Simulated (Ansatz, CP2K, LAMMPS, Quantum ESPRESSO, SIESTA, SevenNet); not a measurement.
# Structure and levels of amorphous SiO2 (84 atoms) across programs

Aim: relax amorphous SiO2 (84 atoms), then compare forces, pressure and levels from several programs at that geometry.

All numbers are calculated, not measured.

## 1. The structure

The cell holds 84 atoms (28 Si and 56 O), with edges of 10.83, 10.83 and 10.83 Å. Recipe: 84 atoms (28 Si, 56 O) placed at random at 2.2 g/cm³, melted at 5000 K for 10 ps at fixed volume with the Morse and Coulomb pair potential with partial charges (Pedone, Malavasi, Menziani, Cormack and Segre, J. Phys. Chem. B 110, 11780 (2006)). Quenched from 5000 K to 300 K at 50 K/ps and fixed volume, held 5 ps, then minimised at fixed cell. Then the atoms were relaxed with SevenNet 0 in the fixed cell. Then the atoms were relaxed with CP2K double zeta, PBE.

**Experiments to compare with.** A silica glass plate was measured by high-energy x-ray diffraction at 20 K and the Si-O distance was taken from the first PDF peak (“Polyhedral units and network connectivity in calcium aluminosilicate glasses from high-energy x-ray diffraction”, 2000, arxiv:cond-mat/0007490): nearest Si–O distance 1.61 Å; number of O about Si 4. The nearest silicon-silicon distance in amorphous silica was obtained by fitting a symmetric peak to the measured radial distribution (as quoted in “New insights into the origin of the first sharp diffraction peak in amorphous silica from an analysis of chemical and radial ordering”, 2024, arxiv:2403.10632): nearest Si–Si distance 3.08 Å; nearest O–O distance 2.63 Å. The mean Si-O-Si angle was obtained by reanalysing earlier high-energy photon diffraction data in combination with published neutron diffraction data on silica glass (“Bond angle distribution in amorphous germania and silica”, 1996, arxiv:chem-ph/9603004): Si–O–Si angle 148.3 °.

## 2. The relaxation

CP2K double zeta (DZVP-MOLOPT-SR, GTH-PBE potentials, 480 Ry; k-points Γ) took 12 geometry steps and reached its thresholds. It started from the geometry that SevenNet 0 had relaxed.

Elapsed: 5.7 min, on 4 MPI ranks of Arm Neoverse V1, shared host; peak memory 2.2 GiB.

|  | before | after |
| --- | --- | --- |
| energy (meV/atom) | 0 | -2.1 |
| Si-O bonds under 2.08 Å | 112 at 1.634 Å | 112 at 1.638 Å |

Atoms moved by 0.02 Å r.m.s. and 0.04 Å at most, with the common shift taken off.

## 3. Local order after relaxation

Density 2.2 g/cm³, 15.12 Å³ an atom.

g(r), total and by pair (bins of 0.1 Å):

| r (Å) | total | O-O | O-Si | Si-Si |
| --- | --- | --- | --- | --- |
| 1.55 | 0.00 | 0.00 | 0.00 | 0.00 |
| 1.65 | 12.00 | 0.00 | 27.10 | 0.00 |
| 1.75 | 0.00 | 0.00 | 0.00 | 0.00 |
| 1.85 | 0.00 | 0.00 | 0.00 | 0.00 |
| 1.95 | 0.00 | 0.00 | 0.00 | 0.00 |
| 2.05 | 0.00 | 0.00 | 0.00 | 0.00 |
| 2.15 | 0.00 | 0.00 | 0.00 | 0.00 |
| 2.25 | 0.00 | 0.00 | 0.00 | 0.00 |
| 2.35 | 0.00 | 0.00 | 0.00 | 0.00 |
| 2.45 | 0.00 | 0.00 | 0.00 | 0.00 |
| 2.55 | 1.40 | 3.15 | 0.00 | 0.00 |
| 2.65 | 2.93 | 6.60 | 0.00 | 0.00 |
| 2.75 | 2.36 | 5.22 | 0.00 | 0.34 |
| 2.85 | 0.24 | 0.40 | 0.00 | 0.62 |
| 2.95 | 0.46 | 0.37 | 0.00 | 2.66 |
| 3.05 | 0.65 | 0.14 | 0.28 | 4.21 |
| 3.15 | 0.90 | 0.52 | 0.33 | 4.66 |
| 3.25 | 0.87 | 0.49 | 0.79 | 2.73 |
| 3.35 | 0.39 | 0.23 | 0.63 | 0.00 |
| 3.45 | 0.38 | 0.38 | 0.48 | 0.00 |
| 3.55 | 0.64 | 0.41 | 1.03 | 0.00 |
| 3.65 | 0.86 | 0.72 | 1.20 | 0.00 |
| 3.75 | 0.98 | 0.50 | 1.69 | 0.00 |
| 3.85 | 1.12 | 0.82 | 1.65 | 0.17 |
| 3.95 | 1.08 | 0.78 | 1.57 | 0.33 |
| 4.05 | 1.03 | 0.63 | 1.57 | 0.47 |
| 4.15 | 1.55 | 0.86 | 2.43 | 0.75 |
| 4.25 | 1.44 | 0.85 | 2.25 | 0.57 |
| 4.35 | 1.03 | 0.65 | 1.40 | 1.10 |
| 4.45 | 0.78 | 1.01 | 0.52 | 0.91 |
| 4.55 | 0.95 | 1.21 | 0.53 | 1.63 |
| 4.65 | 0.90 | 1.22 | 0.57 | 0.95 |
| 4.75 | 1.09 | 1.40 | 0.63 | 1.71 |
| 4.85 | 0.97 | 1.26 | 0.66 | 1.09 |
| 4.95 | 1.17 | 1.55 | 0.87 | 0.84 |
| 5.05 | 1.12 | 1.54 | 0.66 | 1.32 |
| 5.15 | 1.15 | 1.36 | 1.00 | 0.88 |
| 5.25 | 1.13 | 1.57 | 0.54 | 1.77 |
| 5.35 | 1.10 | 1.10 | 0.97 | 1.62 |

Bonds by pair of elements; cutoffs follow the first minimum of g(r), held within bounds set by covalent radii, and pairs that aren't listed don't count as bonded:

| pair A-B | cutoff (Å) | bonds | mean length (Å) | spread (Å) | shortest (Å) | B about A | A about B |
| --- | --- | --- | --- | --- | --- | --- | --- |
| O-Si | 2.08 | 112 | 1.64 | 0.012 | 1.6 | 2 | 4 |

How many atoms have how many bonded neighbours:

| element | mean | 2 | 4 |
| --- | --- | --- | --- |
| O | 2 | 56 | 0 |
| Si | 4 | 0 | 28 |

Bond angles (no mean is given where the spread exceeds 20°):

| angle | count | mean (°) | spread (°) |
| --- | --- | --- | --- |
| O-Si-O | 168 | 110 | 4.6 |
| Si-O-Si | 56 | 143 | 13.2 |

Oxygen atoms by the number of network formers (Si, P, Ge, B, Al, As, Ga) bound to them:

| network formers bound to O | O atoms | per cent |
| --- | --- | --- |
| 0 | 0 | 0 |
| 1 | 0 | 0 |
| 2 | 56 | 100 |

Network units: each former by its oxygen neighbours and how many of them bridge to another former:

| former | O neighbours | bridging O | atoms |
| --- | --- | --- | --- |
| Si | 4 | 4 | 28 |

Rings of the network by King's shortest-path rule, up to 12 atoms, one path for each pair of neighbours; H, halogens, alkali and alkaline-earth atoms are left out, and the last column divides by all other atoms, bonded or not:

| ring size (atoms) | rings | per network atom |
| --- | --- | --- |
| 6 | 2 | 0.024 |
| 8 | 4 | 0.048 |
| 10 | 10 | 0.119 |
| 12 | 18 | 0.214 |

First main peaks of g(r), for some of the pairs, lie near 2.7 Å (O-O), 1.6 Å (O-Si) and 3.1 Å (Si-Si). By these cutoffs all O atoms have 2 and all Si atoms have 4 bonded neighbours. The O-Si-O angle averages 110° with a spread of 5°. 100 % of the oxygens bridge two formers (Si) and 0 % are non-bridging. The commonest Si unit has 4 oxygens, 4 of them shared with other formers (28 of 28 atoms). Rings of 12 atoms are the most common (53 % of those counted); sizes run from 6 to 12, where the search stops.

Against the measurements quoted at the start:

| quantity | measured | this cell | difference | method of the measurement |
| --- | --- | --- | --- | --- |
| nearest Si–O distance | 1.61 Å | 1.64 Å | +1.7 % | high-energy XRD, PDF Gaussian fit |
| nearest Si–Si distance | 3.08 Å | 3.11 Å | +1.0 % | diffraction, Gaussian radial peak fit |
| nearest O–O distance | 2.63 Å | 2.67 Å | +1.5 % | diffraction, Gaussian radial peak fit |
| number of O about Si | 4 | 4 | +0.0 % | high-energy XRD, PDF Gaussian fit |
| Si–O–Si angle | 148.3 ° | 143 ° | -3.6 % | x-ray and neutron diffraction, model fit |

The cell differs from the measured distances by up to 1.7 %, neighbour counts by up to 0.0 % and angles by up to 3.6 %. Distances of this cell are positions of the first main peak of g(r), or bond means where the peak is narrow; means over all bonds within a cutoff lie farther out for broad shells. The network descends from the steps of the recipe above, so the comparison tests them together. Our coordination numbers hang on a cutoff, and experiments count neighbours in their own ways.

## 4. The plane-wave reference

Quantum ESPRESSO 7.5: Kohn-Sham DFT, PBE, SSSP efficiency 1.3.0 pseudopotentials, plane waves. Its input for the relaxed cell:

```
&control
  calculation = 'scf'
  pseudo_dir = './pseudo'
  outdir = './tmp'
  disk_io = 'none'
  tprnfor = .true.
  tstress = .true.
/
&system
  ibrav = 0
  nat = 84
  ntyp = 2
  ecutwfc = 60
  ecutrho = 480
  nosym = .true.
  occupations = 'smearing'
  smearing = 'fd'
  degauss = 0.003675
/
&electrons
  conv_thr = 4.2e-07
  electron_maxstep = 100
  mixing_beta = 0.4
  mixing_mode = 'plain'
  diagonalization = 'david'
/
ATOMIC_SPECIES
Si 28.085 Si.upf
O 15.999 O.upf
CELL_PARAMETERS angstrom
10.82880 0.00000 0.00000
0.00000 10.82880 0.00000
0.00000 0.00000 10.82880
ATOMIC_POSITIONS crystal
Si 0.65867 0.61018 0.40022
Si 0.48696 0.93280 0.73474
Si 0.55200 0.93059 0.19688
[... 79 atom lines left out ...]
O 0.53509 0.29894 0.20132
O 0.69686 0.88854 0.17986
K_POINTS gamma
```

Elapsed: 2.8 min, on 4 MPI ranks of Arm Neoverse V1, shared host; peak memory 4.2 GiB; 11 min of CPU time.

## 5. Side by side

CPU times are from a shared host and are rough.

```
                level                    basis or training data  k-points  own r.m.s. force (meV/Å)  difference from the reference (meV/Å)  pressure (GPa)  Kohn-Sham gap (eV)  CPU time  memory (GiB)
              QE, PBE   plane waves, SSSP efficiency, 60/480 Ry         Γ                        80                                      -           -1.37                5.36    11 min           4.2
CP2K triple zeta, PBE     TZV2P-UZH, GTH-PBE potentials, 600 Ry         Γ                       137                                     84           -2.79                5.34    12 min           5.2
      SIESTA DZP, PBE  DZP orbitals, shift 0.01 Ry, mesh 400 Ry         Γ                       141                                    165            1.09                5.99   4.4 min           2.2
           SevenNet 0        trained on PBE(+U) plane-wave data         -                        90                                     24           -1.51                   -     8.8 s          0.88
```

The gap is the spacing of the highest filled and lowest empty Kohn-Sham level on the mesh; a dash marks partly filled levels, a spacing under 0.15 eV or a method without such levels.

## 6. Findings

Relaxation in the fixed cell lowers the energy by 2 meV/atom at its own level and moves atoms by up to 0.04 Å. The reference finds an r.m.s. force of 80 meV/Å there and a pressure of -1.37 GPa, at a geometry that CP2K double zeta made. Forces differ from the reference's by 24 meV/Å (SevenNet 0), 84 meV/Å (CP2K triple zeta, PBE) and 165 meV/Å (SIESTA DZP, PBE).

CP2K double zeta is at its own minimum here, so the reference's force is itself a measure of how the two differ. Pressures lie -0.1 GPa (SevenNet 0), -1.4 GPa (CP2K triple zeta, PBE) and +2.5 GPa (SIESTA DZP, PBE) from the reference's. The highest filled and lowest empty levels lie 5.36 eV apart in the reference, against 5.34 eV in CP2K triple zeta, PBE and 5.99 eV in SIESTA DZP, PBE. By these cutoffs all O atoms have 2 and all Si atoms have 4 bonded neighbours. 100 % of the oxygens bridge two formers (Si) and 0 % are non-bridging.

**Limits.** The density was set by the recipe and held. One sample of a disordered cell; defect or tail levels can set the gap. Gaps are read on the mesh, which holds the band edges only if they fold onto it, and semilocal functionals tend to put them under measured ones. The quench rate of 50 K/ps is many orders above laboratory rates, so the cell is likely richer in defects and strain than a real sample. The reference samples only Γ, in a cell whose shortest periodic width is 11 Å. The plane-wave runs aren't exact: their cutoffs and mesh weren't converged further here. SIESTA's automatically made basis is far from complete, and its potentials were converted by us (checked for H, C, O, Si, Ge and Ca alone). Where levels are smeared, the DFT runs use Fermi–Dirac occupations at 580 K (0.05 eV), and energies are free energies.

[Logs are printed without paths, hosts, clocks, repeated set-up lines and the standing remarks that a program may print on its own settings, such as how far it seeks lower states.]

[Hosts, paths, dates, database ids (printed as entryN), source tags and the programs' standing remarks are cut or masked in the printed files.]
